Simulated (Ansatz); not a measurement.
# Ligand exchange: SiH3I + C4H10O → SiH3(OH) + C4H9I

Species: SiH3I `[SiH3]I`, singlet; C4H10O (tert-butanol) `CC(C)(C)O`, singlet; SiH3(OH), singlet; C4H9I (tert-butyl iodide) `CC(C)(C)I`, singlet. The partners trade I for OH: Si–I and C–OH bonds give way to Si–OH and C–I.

Shapes, held fixed at every level: PBE0-D4/def2-TZVP. Flexible molecules stand in one conformer, not always the lowest. Programs: Ansatz 0.2.0. Electronic energies: no zero-point or thermal term.

| level | kind | ΔE (kJ/mol) | less CCSD(T)/def2-TZVPP |
| --- | --- | --- | --- |
| SPW92/def2-TZVPP | LDA | -19.3 | +18.6 |
| PBE-D4/def2-TZVPP | GGA | -24.1 | +13.8 |
| r2SCAN-D4/def2-TZVPP | meta-GGA | -27.1 | +10.8 |
| wB97M-V/def2-TZVPP | range-separated hybrid | -27.1 | +10.8 |
| wB97X-V/def2-TZVPP | range-separated hybrid | -23.1 | +14.8 |
| MP2/def2-TZVPP | perturbation theory | -48.4 | -10.5 |
| CCSD/def2-TZVPP | coupled cluster or CI | -34.4 | +3.5 |
| CCSD(T)/def2-TZVPP | coupled cluster or CI | -37.9 | 0.0 |

The highest level, CCSD(T)/def2-TZVPP, gives ΔE = -37.9 kJ/mol; the levels span -48.4 to -19.3. The column of differences is taken from that level and isn't an error. No measured value is set beside it here. For atoms past krypton def2 sets carry core potentials with scalar relativity. Correlated rows may include outer-core shells of I, which these sets cover unevenly.

Every level puts silanol and tert-butyl iodide below the reactants, so the direction of exchange is secure electronically, though its size is not. The driving force is silicon's preference for oxygen over iodine, which is stronger than carbon's. The Si–O bond gains from the large electronegativity difference and from some delocalisation of oxygen lone pairs into silicon-centred σ* orbitals. Crowding between iodine and the methyl groups in the tertiary iodide probably offsets part of this gain.

All the density functionals give a less exothermic exchange than CCSD(T), while MP2 overshoots it; the spread may reflect uneven treatment of correlation between iodine and the nearby alkyl group. Perturbative triples deepen the CCSD value only modestly, to -37.9 kJ/mol. Among the functionals, the energy moves towards CCSD(T) from LDA through GGA to meta-GGA, but the range-separated hybrids do not continue the improvement: wB97M-V matches r2SCAN-D4 and wB97X-V falls behind PBE-D4. The reaction energy alone says nothing about the barrier or whether exchange would outcompete elimination from the tert-butyl group.
